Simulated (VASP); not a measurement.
A VASP 6.6.1 single-point calculation on GaAs

INCAR

```
ENCUT = 520
ISMEAR = -1
ISIF = 2
LASPH = .TRUE.
PREC = Accurate
GGA = PE
SIGMA = 0.02
NELM = 120
MAGMOM = 1 1
LREAL = .FALSE.
LWAVE = .FALSE.
LCHARG = .FALSE.
ISPIN = 2
EDIFF = 1E-6
IBRION = -1
NBANDS = 16
NSW = 0
```

KPOINTS

```
KPOINTS created by Atomic Simulation Environment
0
Gamma
8 8 8
0 0 0
```

POSCAR

```
Ga As
 1.0000000000000000
     0.0000000000000000    2.8112703396000001    2.8516095965999999
     2.8112703396000001    0.0000000000000000    2.8516095965999999
     2.8112703396000001    2.8112703396000001    0.0000000000000000
 Ga  As
   1   1
Cartesian
  0.0000000000000000  0.0000000000000000  0.0000000000000000
  1.4056351698000000  1.4056351698000000  1.4258047983000000
```

The recommended PBE PAW datasets give the neutral cell 18 valence electrons.

Command

```
mpirun -np 1 vasp_std
```

Question: Predict the outcome of this run.

Answer: It converged. Results: pressure 3.6 GPa; magnetic moment of the cell 0.00 μB.

OSZICAR

```
N       E                     dE             d eps       ncg     rms          rms(c)
DAV:   1     0.848442487275E+02    0.84844E+02   -0.89217E+03  3864   0.156E+03
DAV:   2    -0.124907324728E+01   -0.86093E+02   -0.81856E+02  4264   0.313E+02
DAV:   3    -0.791103004946E+01   -0.66620E+01   -0.66377E+01  4624   0.671E+01
DAV:   4    -0.801365640765E+01   -0.10263E+00   -0.10261E+00  4776   0.922E+00
DAV:   5    -0.801506484232E+01   -0.14084E-02   -0.14084E-02  4696   0.979E-01    0.735E+00
DAV:   6    -0.822440874844E+01   -0.20934E+00   -0.29760E-01  4952   0.816E+00    0.309E+00
DAV:   7    -0.824505905502E+01   -0.20650E-01   -0.68582E-02  4144   0.242E+00    0.132E+00
DAV:   8    -0.824204989617E+01    0.30092E-02   -0.20715E-02  4352   0.105E+00    0.443E-01
DAV:   9    -0.824307794179E+01   -0.10280E-02   -0.28254E-03  4696   0.434E-01    0.196E-01
DAV:  10    -0.824352063880E+01   -0.44270E-03   -0.75513E-04  4664   0.197E-01    0.520E-02
DAV:  11    -0.824358480532E+01   -0.64167E-04   -0.11504E-04  4944   0.114E-01    0.296E-02
DAV:  12    -0.824362441574E+01   -0.39610E-04   -0.34277E-05  4432   0.590E-02    0.126E-02
DAV:  13    -0.824363315166E+01   -0.87359E-05   -0.18903E-05  4624   0.351E-02    0.430E-03
DAV:  14    -0.824363221417E+01    0.93749E-06   -0.98766E-07  3928   0.922E-03
   1 F= -.82436322E+01 E0= -.82436322E+01  d E =-.924405E-08  mag=     0.0000
```

For comparison, a separate PBE run of the intended cell, on usual settings and not on those above, gives a gap of 0.51 eV on its mesh and a pressure of 3.6 GPa.
